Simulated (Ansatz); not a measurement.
Wanted: the native input for an Ansatz 0.2.0 run.

- Task: relaxation of cell and atoms
- Functional: PBEsol
- Dispersion: D4
- Potentials or basis: Ansatz PAW earlier set
- Cutoff: 500 eV (not typed: the program's choice for these potentials)
- k mesh: 11 × 11 × 6
- Occupations: fermi-dirac, width 0.05 eV
- Spin: no spin polarisation

The system is Tc.

```
CELL_PARAMETERS angstrom
2.74000 0.00000 0.00000
-1.37000 2.37291 0.00000
0.00000 0.00000 4.39800
ATOMIC_POSITIONS crystal
Tc 0.66667 0.33333 0.75000
Tc 0.33333 0.66667 0.25000
```

These files were run (other wordings do the same):

input.yaml

```yaml
crystal:
  lattice:
    - [2.74, 0.0, 0.0]
    - [-1.37, 2.3729096064, 0.0]
    - [0.0, 0.0, 4.398]
  atoms:
    - { symbol: Tc, position: [0.6666666667, 0.3333333333, 0.75] }
    - { symbol: Tc, position: [0.3333333333, 0.6666666667, 0.25] }
hamiltonian:
  xc: pbesol
  pseudopotentials: { kind: paw }
  dispersion: d4
kpoints:
  mp_grid: { grid: [11, 11, 6] }
scf:
  occupations: { method: fermi_dirac, width: 0.05 }
output:
  forces: true
  stress: true
  eigenvalues: true
relax:
  f_tol: 0.01
  max_steps: 40
  cell: { stress_tol: 0.05 }
```

Potentials or basis: Ansatz PAW earlier set.

Launch:

```sh
$ ansatz run input.yaml --threads 2 --pin off --max-ram 5632MiB --backend cpu --events-out ev --progress --plain --runs-dir out
```

It gave:

```json
{
 "Relaxed volume": "13.84 Å³/atom",
 "Relaxed cell": "a = 2.711 Å, b = 2.711 Å, c = 4.350 Å, α = 90.00°, β = 90.00°, γ = 120.00°",
 "Space group after relaxing (to 0.05 Å)": "P6_3/mmc (No. 194)",
 "Energy gained by relaxing": "14.8 meV/atom",
 "Ionic steps": "4",
 "Pressure after relaxing": "0.0 GPa",
 "Band gap on the k mesh": "none (metal or under the smearing width)"
}
```

Caveat: the plane-wave basis is chosen anew once the cell has moved, so the energies of steps on either side of that aren't comparable; pairwise dispersion overbinds metals, which lowers pressure and volume; the PAW data sets come from PBE, with cores solved anew for the run's functional, which leaves a small shift of forces and pressure.

It took 6.3 s on 2 threads of Arm Neoverse V2, with other jobs on the host, peak memory 0.32 GiB.
